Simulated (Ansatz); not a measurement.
Crystal: Si2W.

```
CELL_PARAMETERS angstrom
-1.60690 1.60690 3.91495
1.60690 -1.60690 3.91495
1.60690 1.60690 -3.91495
ATOMIC_POSITIONS crystal
W 0.00000 0.00000 0.00000
Si 0.66530 0.66530 0.00000
Si 0.33470 0.33470 0.00000
```

A run of Ansatz 0.2.0 on this cell left the log below. Logs are shortened: lines on timing, memory, paths and dates and some standing lists are left out, and cuts for length are marked.

```text
Warning: output.stress: scf.convergence.dr2_threshold = 1e-7 eV (the SCF's general default) is looser than the 3e-10 eV advised for a printed stress (1e-10 eV for each atom of the cell: 3). What an SCF threshold leaves in a stress goes as its square root, and in the free energy as the threshold itself, and one threshold admits the most on a small cell: of the crystals measured, under no hybrid functional and no lock of the moments, on runs that ended without the residual-converged pass, on stresses that held no estimate of that error, the worst erred by over 100 MPa in a component at 1e-7 eV an atom and by under 5 at 1e-10. Set scf.convergence.dr2_threshold to 3e-10 eV or tighter. The threshold is an SCF's pass mark: one that does not reach it within its budget of iterations ends unconverged, or closes short of it on a stop that the run arms, and scf.convergence.dr2_threshold's page says what that costs each kind of run
Warning: output.stress: scf.exx.energy_threshold = 1e-6 eV is looser than the 3e-8 eV advised for a stress under a hybrid functional (1e-8 eV for each atom of the cell: 3). Every SCF of the exchange loop can meet its threshold on dr2 while the loop round them stops early: no threshold on dr2 bounds what that leaves in the stress. Set scf.exx.energy_threshold to 3e-8 eV or tighter. The threshold is the loop's pass mark: a loop that does not reach it within its budget of cycles ends unconverged, and scf.exx.energy_threshold's page has the law
GPUs: using 1 of 1 available (devices: 1).
Engine: ansatz 0.2.0, x86_64-unknown-linux-gnu
Pseudopotentials: kind: paw
Pseudopotential: W, paw, valence charge 14, recommended cutoff 420 eV (normal), W.paw.azcp
Pseudopotential: Si, paw, valence charge 4, recommended cutoff 420 eV (normal), Si.paw.azcp
Functional definition: unnamed
  parameter a_1 = 0.5
  parameter omega_1 = 0.2/angstrom
  exchange = pbe_x + (-a_1)*pbe_x_sr(omega_1) + a_1*exact_x_sr(omega_1)
  correlation = pbe_c
device memory: the entry about to start is reckoned to put 0.6 GiB on a device that reports 67.8 GiB free (of which the cap on the GPU budget leaves the run 18.0 GiB)
GPU FFT provider: cuFFT
GPU libraries: cuBLAS 13.8.2, cuFFT 12.4.0, cuSOLVER 12.3.4
Crystal: 3 atoms, lattice volume = 40.436 Å³
Basis set: ecut = 420 eV, 793 PW (Γ), exchange–correlation on 64×64×64 points (8 copies of the dense FFT grid, shifted against one another)
Bands: 15, of which v1, the nominal top of the filled ones, is band 11 counted from 1 (10 counted from 0)
Symmetry: 16 space group operations
Space group: I4/mmm (ITA 139), of the structure as read, at distance tolerance 3.4e-5 Å
k-points: 30 of 216
Non-local potential: W, projectors of the file, l = 0: 3, l = 1: 2, l = 2: 2, l = 3: 1
Non-local potential: Si, projectors of the file, l = 0: 2, l = 1: 2, l = 2: 2
PAW form: soft (Blöchl's): semilocal exchange-correlation on the pseudo side does not see the compensation charge
PAW frozen core: W, regenerated for the run's functional, and the local potential with it (the file was generated under x = pbe(κ = 0.804, μ = 0.2195149727645171), c = pbe(β = 0.06672455060314922))
PAW frozen core: Si, regenerated for the run's functional, and the local potential with it (the file was generated under x = pbe(κ = 0.804, μ = 0.2195149727645171), c = pbe(β = 0.06672455060314922))
PAW one-centre angular grid: W, 590 points (default); XC on 64 Gauss nodes
[... 72 lines left out ...]
Free energy (F): -11661.570600 eV
Frozen-core exchange: fock
Harris-Foulkes:  -11661.570600 eV  (|F-HF|=1.07e-10)
Internal energy: -11661.569910 eV  (E = F + TS)
E sigma→0 (E₀):  -11661.570255 eV
Entropy (-TS):   -0.000690 eV (-0.230 meV/atom)
Fermi energy:    16.937019 eV
--- Per-component energies (eV) ---
  E_band       = -150.129635
  E_kinetic    = 539.401093
  E_local      = -936.539416  (includes V_loc(G=0)·N_el)
  E_nonlocal   = 49.899855
  E_hartree    = 368.259678
  E_xc         = -229.439535
  E_vxc        = -202.320071  (∫ρ·V_xc dr)
  E_exx        = -105.864882  (= α·E_x^exact, valence–valence)
  E_paw        = -9636.804987  (= ΣΔE_a)
  E_vpaw       = -125.360810  (= ΣTr[D̂ρ^β])
  E_aug_tail   = -0.000065  (compensation charges beyond the density's cutoff)
  E_ewald      = -1704.482625
  E_core_change = -5.999028  (= ΣΔE_core)
  E_smearing   = -0.000690  (= −TS)
  E_closure    = 0.000001  (closes the sum)
  Σ components = -11661.570600   (vs F -11661.570600, Δ=1.82e-12)
--- Forces (eV/Å), atoms counted from 1 ---
  atom   1  W     -0.00000000    -0.00000000    -0.00000000
  atom   2  Si     0.00000000     0.00000000    -0.21854137
  atom   3  Si    -0.00000000     0.00000000     0.21854137
  max |Σ_I F_I| component: 7.63e-17 eV/Å
--- Stress (GPa, compression-positive) ---
       -7.023102       0.000000      -0.000000
        0.000000      -7.023102       0.000000
        0.000000       0.000000      -9.229626
  P = ⅓ Tr σ = -7.7586 GPa (-77.586 kbar)
--- Band table (eV; the first three rows and the last of 30) ---
  k-point 0: bands = ["-64.9935", "-26.6075", "-26.4904", "-26.4904", "-0.9517", "7.9848", "11.8379", "12.6064", "12.6661", "12.6661", "17.3353", "20.0821", "20.3734", "20.3734", "20.4194"]
  k-point 1: bands = ["-64.9878", "-26.5934", "-26.5655", "-26.5643", "0.1160", "8.8485", "10.1358", "10.7412", "12.7184", "13.7306", "14.0048", "19.9853", "21.2730", "21.4442", "22.0412"]
  k-point 2: bands = ["-64.9763", "-26.7101", "-26.7089", "-26.5647", "2.8281", "8.4405", "8.4820", "9.4987", "12.4933", "13.0286", "13.3278", "19.2591", "21.0245", "21.7775", "21.9762"]
  k-point 29: bands = ["-64.9938", "-26.6230", "-26.4904", "-26.4904", "1.8349", "2.7735", "11.9791", "13.4397", "15.4851", "15.4851", "15.7074", "15.7074", "17.6160", "22.2139", "23.1990"]
```

Question: What input gives this log?

Answer: Single point with HSE06 form with a typed share of exact exchange, no spin polarisation. The files as run (others can give the same):

input
```
crystal:
  lattice:
    - [-1.6069, 1.6069, 3.91495]
    - [1.6069, -1.6069, 3.91495]
    - [1.6069, 1.6069, -3.91495]
  atoms:
    - { symbol: W, position: [0.0, 0.0, 0.0] }
    - { symbol: Si, position: [0.6653, 0.6653, 0.0] }
    - { symbol: Si, position: [0.3347, 0.3347, 0.0] }
hamiltonian:
  xc: { exchange: pbe, correlation: pbe, exx: { coeff: 0.5, omega: 0.2 } }
  pseudopotentials: { kind: paw }
kpoints:
  mp_grid: { grid: [6, 6, 6] }
scf:
  occupations: { method: fermi_dirac, width: 0.05 }
output:
  forces: true
  stress: true
  eigenvalues: true
```

Caveat: the k mesh is coarse (spacing up to 0.46 Å⁻¹), so the values aren't converged, least of all with exact exchange; the PAW data sets come from PBE, with cores solved anew for the run's functional, which leaves a small shift of forces and pressure; the thresholds are loose for stress.
